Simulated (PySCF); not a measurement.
# benzaldehyde: calculation against experiment

**Measured values to compare with.**

NIST CCCBDB Release 22 (SRD 101), experimental dipoles lists, for the gas: dipole moment 3.14 D.

From NIST CCCBDB Release 22 (SRD 101), experimental polarizabilities, for the gas: mean polarisability 12.8 Å³.

How close the calculation comes is told at the end.

Benzaldehyde, C7H6O.
SMILES with atom numbers: `[O:1]=[CH:2][c:3]1[cH:4][cH:5][cH:6][cH:7][cH:8]1` (hydrogens: H9 on C2; H10 on C4; H11 on C5; H12 on C6; H13 on C7; H14 on C8)

Cartesian coordinates in Å at the GFN2-xTB level; atoms count from 1:
```xyz
14
C7H6O angstrom
O      2.8386   -1.4484   -0.1452
C      2.2937   -0.3800   -0.2573
C      0.8552   -0.1385   -0.0971
C      0.3305    1.1441   -0.2522
C     -1.0258    1.3594   -0.0998
C     -1.8664    0.3003    0.2082
C     -1.3521   -0.9782    0.3640
C      0.0023   -1.1992    0.2127
H      2.8740    0.5336   -0.5019
H      0.9916    1.9649   -0.4922
H     -1.4327    2.3524   -0.2201
H     -2.9259    0.4726    0.3265
H     -2.0117   -1.7987    0.6034
H      0.4281   -2.1848    0.3288
```

The PySCF runs (gas phase, on this GFN2-xTB geometry; no spin–orbit coupling):

```csv
level,job,basis functions
PBE0/pcSseg-1,"shieldings, charges and field gradients",166
wB97X-D/def2-SVPD,"8 singlets by full TDDFT, 3 Tamm–Dancoff triplets, polarisability",211
```

Results beside the measurements:

**Dipole moment.** Measured: 3.14 D (NIST CCCBDB Release 22 (SRD 101), experimental dipoles).

```
            level  computed (D)  computed − measured (D)  % (from the printed values)
    PBE0/pcSseg-1          3.38                    +0.24                           +8
wB97X-D/def2-SVPD          3.52                    +0.38                          +12
```

Closest is PBE0/pcSseg-1 (+0.24 D), furthest wB97X-D/def2-SVPD (+0.38 D); one molecule doesn't rank methods. The computed dipoles belong to one fixed geometry; measured ones are averaged over vibrations unless marked μe. Magnitudes are compared, not signs.

**Mean polarisability.** Measured: 12.8 Å³ (NIST CCCBDB Release 22 (SRD 101), experimental polarizabilities).

```json
{"level": "wB97X-D/def2-SVPD", "computed (Å³)": "12.29", "computed − measured (Å³)": "-0.51", "% (from the printed values)": "-4"}
```

The computed values are static and purely electronic, with core orbitals frozen in the response (1 au = 0.148185 Å³). The table of measured values doesn't say here whether a value is static or optical, or holds a vibrational part.

No measured geometry was used, and the causes of the misses weren't examined.
